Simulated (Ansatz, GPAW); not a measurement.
# Ballistic transport through naphthalene-2,6-dithiol between two Al chains, from relaxation to T(E)

Aim: the conductance of naphthalene-2,6-dithiol between two Al chains after relaxation, and whether geometry, basis or functional moves it most.

Main program and level: GPAW 26.7.0 and Ansatz 0.2.0; Ansatz plane waves; relaxation of the junction with the lead ends held; PAW set soft_1, in the first sound run; inputs show where later runs differ.

Report form: the programs' logs are mostly left out.

## 1. Starting point

The cell holds 32 atoms: 14 Al, 2 S, 6 H and 10 C. Cell: a = 12.784 Å, b = 9.141 Å, c = 41.450 Å, α = 90.0°, β = 90.0°, γ = 90.0°. Regions: left lead, 7 atoms (7 Al); channel, 18 atoms (2 S, 6 H and 10 C); right lead, 7 atoms (7 Al). Vacuum lies along a and b. The structure is stacked along c, and the current runs across the ab planes.

## 2. Relaxation

Transmission follows bond lengths closely, so the atoms between the held lead ends are relaxed first, from a slightly shaken start that lets symmetry break.

input.yaml reads:

```yaml
crystal:
  lattice:
    - [12.7843740557, 0.0, 0.0]
    - [0.0, 9.1410118177, 0.0]
    - [0.0, 0.0, 41.4500327119]
  atoms:
    - { symbol: Al, position: [0.5, 0.5, 0.02895052] }
    - { symbol: Al, position: [0.5, 0.5, 0.0868515599] }
    - { symbol: Al, position: [0.5, 0.5, 0.1447525999] }
    - { symbol: Al, position: [0.5, 0.5, 0.2026536398] }
    - { symbol: Al, position: [0.5, 0.5, 0.2605546798] }
    - { symbol: Al, position: [0.5021334135, 0.5024660179, 0.318437236] }
    - { symbol: Al, position: [0.5015311793, 0.4978636271, 0.3750326407] }
    - { symbol: S, position: [0.3942987355, 0.6452778323, 0.4007274316] }
[... 20 atom lines left out ...]
    - { symbol: Al, position: [0.5, 0.5, 0.7973463602] }
    - { symbol: Al, position: [0.5, 0.5, 0.8552474001] }
    - { symbol: Al, position: [0.5, 0.5, 0.9131484401] }
    - { symbol: Al, position: [0.5, 0.5, 0.97104948] }
kpoints:
  mp_grid: { grid: [1, 1, 2] }
hamiltonian:
  xc: pbe
  pseudopotentials: { kind: paw, azcp: { folder: soft_1 } }
scf:
  occupations: { method: fermi_dirac, width: 0.1 }
relax:
  f_tol: 0.03
  max_steps: 80
  constraints: [{ sites: [0, 1, 2, 3, 4, 27, 28, 29, 30, 31] }]
```

Started as:

```
$ ansatz run input.yaml --threads 4 --pin off --max-ram 8192MiB --backend cpu --events-out ev --progress --plain --runs-dir out
```

The job ended after 2.5 min (4 threads of Arm Neoverse V2, shared host; peak memory 5.1 GiB).

Step by step:

```
step  energy less that of the first step (eV)  largest force component (eV/Å)
   1                                   0.0000                          8.0305
   2                                  -1.3709                          3.0937
   3                                  -1.8968                          0.5777
   4                                  -2.0918                          0.3231
   5                                  -2.1691                          0.2169
   6                                  -2.2199                          0.0910
   7                                  -2.2543                          0.1469
   8                                  -2.2847                          0.1497
   9                                  -2.3072                          0.1188
  10                                  -2.3186                          0.0865
  11                                  -2.3215                          0.0420
  12                                  -2.3225                          0.0281
```

The atoms that moved most (Å):

```
atom      dx      dy      dz  length
Al27   1.244   0.818   0.331   1.525
 Al6  -1.246   0.784  -0.286   1.499
 Al7  -0.543   0.427  -0.119   0.701
Al26   0.536   0.401   0.175   0.692
  S8  -0.451   0.283   0.207   0.571
 S25   0.449   0.287  -0.165   0.557
 H21   0.145   0.011  -0.235   0.276
 H19  -0.014  -0.003   0.245   0.245
```

This step gave:

```yaml
free_energy: -11908.7242 eV
smearing_term_ts: 0.6262 eV
symmetry_operations: 1
```

The relaxation lowered the energy of the cell by 2.32 eV.

## 3. Plane-wave reference (PBE)

A plane-wave run comes first: its basis does not favour the atoms, so it serves as the reference for the orbital bases.

This step: Ansatz plane waves; Landauer transmission by layers, zero bias; PAW set soft_1 (Ansatz 0.2.0).

input.yaml reads:

```yaml
crystal:
  lattice:
    - [12.7843740557, 0.0, 0.0]
    - [0.0, 9.1410118177, 0.0]
    - [0.0, 0.0, 41.4500327119]
  atoms:
    - { symbol: Al, position: [0.5, 0.5, 0.02895052] }
    - { symbol: Al, position: [0.5, 0.5, 0.0868515599] }
    - { symbol: Al, position: [0.5, 0.5, 0.1447525999] }
    - { symbol: Al, position: [0.5, 0.5, 0.2026536398] }
    - { symbol: Al, position: [0.5, 0.5, 0.2605546798] }
    - { symbol: Al, position: [0.4047017971, 0.5882296166, 0.3115262205] }
    - { symbol: Al, position: [0.4590284889, 0.5445386175, 0.3721689556] }
    - { symbol: S, position: [0.3590297696, 0.6762023572, 0.4057121136] }
[... 20 atom lines left out ...]
    - { symbol: Al, position: [0.5, 0.5, 0.7973463602] }
    - { symbol: Al, position: [0.5, 0.5, 0.8552474001] }
    - { symbol: Al, position: [0.5, 0.5, 0.9131484401] }
    - { symbol: Al, position: [0.5, 0.5, 0.97104948] }
kpoints:
  mp_grid: { grid: [1, 1, 2] }
hamiltonian:
  xc: pbe
  pseudopotentials: { kind: paw, azcp: { folder: soft_1 } }
scf:
  occupations: { method: fermi_dirac, width: 0.1 }
output:
  transmission:
    leads: [[0, 1]]
    e_range: [-2, 2]
    de: 0.025
    kmesh: [1, 1]
    reduced_basis: true
  write_potential: true
  write_density: true
  volumetric_format: npy
  elf: true
```

Run time: 77 min. Hardware: 4 threads; peak memory 7 GiB; 4.3 h of CPU time.

This step gave:

| Property | Result |
| --- | --- |
| free energy | -11908.7243 eV |
| lead level | 0 eV from the Fermi level |
| transmission at the Fermi level (one spin) | 0.005167 |
| open channels of the lead at the Fermi level (one spin) | 2 |
| step of the potential along the lead | 3.6 meV |
| offset of the lead | 0 Å |
| filling of the lead less its bulk value, in size | 10.7 meV |
| conductance | 0.005091 G₀ |

One spin. The transmission, zone mean by energy, zero at the Fermi level:

```
energy (eV)  transmission, zone mean
     -2.000                   0.0108
     -1.900                    0.260
     -1.875                    1.000
     -1.800                   0.0198
     -1.700                  0.00218
     -1.600                   0.0315
     -1.500                   0.0492
     -1.400                   0.0311
     -1.300                   0.0115
     -1.200                        0
     -1.100                        0
     -1.000                        0
     -0.900                        0
     -0.800                        0
     -0.700                        0
     -0.600                        0
     -0.500                        0
     -0.400                        0
     -0.300                   7.5e-4
     -0.200                  0.00208
     -0.100                  0.00382
      0.000                  0.00517
      0.100                  0.00583
      0.200                  0.00613
      0.300                  0.00646
      0.400                  0.00703
      0.500                  0.00787
      0.600                  0.00889
      0.700                  0.00996
      0.800                   0.0110
      0.900                   0.0122
      1.000                   0.0150
      1.100                   0.0181
      1.200                   0.0226
      1.300                   0.0292
      1.400                   0.0395
      1.500                   0.0566
      1.600                   0.0909
      1.700                    0.182
      1.800                    0.559
      1.850                    0.971
      1.900                    0.716
      2.000                    0.118
```

One spin. Table of open channels, zone mean by energy, zero at the Fermi level:

```
energy (eV)  open channels, zone mean
     -2.000                         1
     -1.800                         1
     -1.600                         1
     -1.400                         1
     -1.200                         0
     -1.000                         0
     -0.800                         0
     -0.600                         0
     -0.400                         0
     -0.200                         2
      0.000                         2
      0.200                         2
      0.400                         2
      0.600                         2
      0.800                         2
      1.000                         3
      1.200                         3
      1.400                         3
      1.600                         3
      1.800                         3
      2.000                         3
```

Crystal 0, spin -, k parallel (0, 0); distinct values, listed up to 1.5 1/Å. The Im kz of the slowest decaying states by energy, zero at the Fermi level:

```
energy (eV)  decay 1 (Å⁻¹)  decay 2 (Å⁻¹)  decay 3 (Å⁻¹)  decay 4 (Å⁻¹)
     -2.000          0.671          0.673           1.17           1.26
     -1.800          0.628          0.630           1.14           1.24
     -1.600          0.581          0.584           1.12           1.22
     -1.400          0.531          0.534           1.10           1.20
     -1.200         0.0338          0.475          0.478           1.07
     -1.000         0.0781          0.412          0.415           1.05
     -0.800         0.0993          0.336          0.340           1.02
     -0.600          0.112          0.239          0.244          0.998
     -0.400         0.0262         0.0578          0.119          0.972
     -0.200          0.121          0.944           1.06           1.12
      0.000          0.119          0.916           1.03           1.09
      0.200          0.113          0.887           1.01           1.07
      0.400          0.102          0.857          0.983           1.04
      0.600         0.0842          0.826          0.956           1.02
      0.800         0.0544          0.793          0.928          0.989
      1.000          0.759          0.899          0.962          0.971
      1.200          0.724          0.869          0.934          0.943
      1.400          0.686          0.839          0.905          0.915
      1.600          0.646          0.807          0.875          0.885
      1.800          0.604          0.773          0.845          0.855
      2.000          0.558          0.739          0.812          0.824
```

Crystal 0, spin -, k parallel (0, 0). Table of Re kz of states that move upwards by energy, zero at the Fermi level:

```
energy (eV)  channel 1 (Å⁻¹)  channel 2 (Å⁻¹)  channel 3 (Å⁻¹)
     -2.000             1.13                -                -
     -1.900             1.15                -                -
     -1.800             1.16                -                -
     -1.700             1.18                -                -
     -1.600             1.20                -                -
     -1.500             1.22                -                -
     -1.400             1.24                -                -
     -1.300             1.27                -                -
     -1.200                -                -                -
     -1.100                -                -                -
     -1.000                -                -                -
     -0.900                -                -                -
     -0.800                -                -                -
     -0.700                -                -                -
     -0.600                -                -                -
     -0.500                -                -                -
     -0.400                -                -                -
     -0.300            0.157            0.166                -
     -0.200            0.230            0.236                -
     -0.100            0.285            0.289                -
      0.000            0.330            0.334                -
      0.100            0.371            0.374                -
      0.200            0.407            0.410                -
      0.300            0.440            0.443                -
      0.400            0.471            0.474                -
      0.500            0.500            0.502                -
      0.600            0.527            0.530                -
      0.700            0.553            0.556                -
      0.800            0.578            0.580                -
      0.900            0.602            0.604                -
      1.000            -1.26            0.625            0.627
      1.100            -1.24            0.647            0.649
      1.200            -1.22            0.669            0.670
      1.300            -1.20            0.689            0.691
      1.400            -1.19            0.710            0.711
      1.500            -1.17            0.729            0.731
      1.600            -1.16            0.748            0.750
      1.700            -1.15            0.767            0.768
      1.800            -1.14            0.785            0.786
      1.900            -1.12            0.803            0.804
      2.000            -1.11            0.820            0.821
```

The electrostatic potential energy of an electron (with the applied field's), less the Fermi level, planar mean oscillates, so the rows of the table below give means over windows of 1 Å about each position, cut where the curve ends. Its first 14 maxima inside the range that stand out by 2 % of the span (Å: eV): 2.4: 3.96, 4.7: 3.96, 7.2: 3.96, 9.6: 3.91, 11.8: 3.67, 14.2: 3.90, 17.7: 3.77, 19.6: 2.94, 21.9: 2.94, 23.7: 3.77, 27.2: 3.90, 29.6: 3.67, 31.8: 3.91, 34.3: 3.96. Its first 14 minima: 1.4: 3.51, 3.3: 3.50, 5.8: 3.50, 8.6: 3.49, 11.1: 3.40, 12.5: 3.39, 16.7: 3.17, 18.9: 2.77, 20.7: 2.30, 22.6: 2.77, 24.9: 3.17, 28.9: 3.39, 30.4: 3.40, 32.8: 3.49.

The electrostatic potential energy of an electron (with the applied field's), less the Fermi level, planar mean by z; means over each step:

```
z (Å)  electrostatic potential energy of an electron (with the applied field's), less the Fermi level, planar mean (eV)
    0                                                                                                              3.87
    1                                                                                                              3.54
    2                                                                                                              3.76
    3                                                                                                              3.66
    4                                                                                                              3.59
    5                                                                                                              3.82
    6                                                                                                              3.51
    7                                                                                                              3.83
    8                                                                                                              3.57
    9                                                                                                              3.64
   10                                                                                                              3.69
   11                                                                                                              3.43
   12                                                                                                              3.56
   13                                                                                                              3.42
   14                                                                                                              3.78
   15                                                                                                              3.54
   16                                                                                                              3.34
   17                                                                                                              3.31
   18                                                                                                              3.43
   19                                                                                                              2.82
   20                                                                                                              2.76
   21                                                                                                              2.51
   22                                                                                                              2.86
   23                                                                                                              3.03
   24                                                                                                              3.54
   25                                                                                                              3.23
   26                                                                                                              3.45
   27                                                                                                              3.76
   28                                                                                                              3.54
   29                                                                                                              3.46
   30                                                                                                              3.51
   31                                                                                                              3.49
   32                                                                                                              3.80
   33                                                                                                              3.50
   34                                                                                                              3.80
   35                                                                                                              3.60
   36                                                                                                              3.64
   37                                                                                                              3.77
   38                                                                                                              3.53
   39                                                                                                              3.86
   40                                                                                                              3.55
   41                                                                                                              3.68
```

The valence density, planar mean oscillates, so the rows of the table below give means over windows of 2 Å about each position, cut where the curve ends. Its first 14 maxima inside the range that stand out by 2 % of the span (Å: e/Å³): 2.3: 0.0122, 4.7: 0.0122, 7.1: 0.0122, 9.4: 0.0122, 11.8: 0.0138, 16.6: 0.0378, 19.1: 0.0704, 20.7: 0.0893, 22.3: 0.0704, 24.9: 0.0378, 29.6: 0.0138, 32.1: 0.0122, 34.4: 0.0122, 36.7: 0.0122. Its first 14 minima: 1.2: 0.00874, 3.6: 0.00871, 6.0: 0.00878, 8.3: 0.00886, 10.7: 0.00928, 13.1: 0.00958, 17.6: 0.0264, 19.6: 0.0652, 21.9: 0.0653, 23.9: 0.0263, 28.4: 0.00958, 30.8: 0.00929, 33.1: 0.00886, 35.4: 0.00878.

Table of valence density, planar mean by z; means over each step:

```
z (Å)  valence density, planar mean (e/Å³)
    0                               0.0111
    2                               0.0109
    4                               0.0105
    6                               0.0104
    8                               0.0106
   10                               0.0110
   12                               0.0121
   14                               0.0103
   16                               0.0241
   18                               0.0435
   20                               0.0772
   22                               0.0708
   24                               0.0355
   26                               0.0171
   28                               0.0103
   30                               0.0119
   32                               0.0111
   34                               0.0110
   36                               0.0106
   38                               0.0104
   40                               0.0104
```

[end of part 1 of 3]

[Logs are printed without paths, hosts, clocks, repeated set-up lines and the standing remarks that a program may print on its own settings, such as how far it seeks lower states.]

[Hosts, paths, dates, database ids (printed as entryN), source tags and the programs' standing remarks are cut or masked in the printed files.]
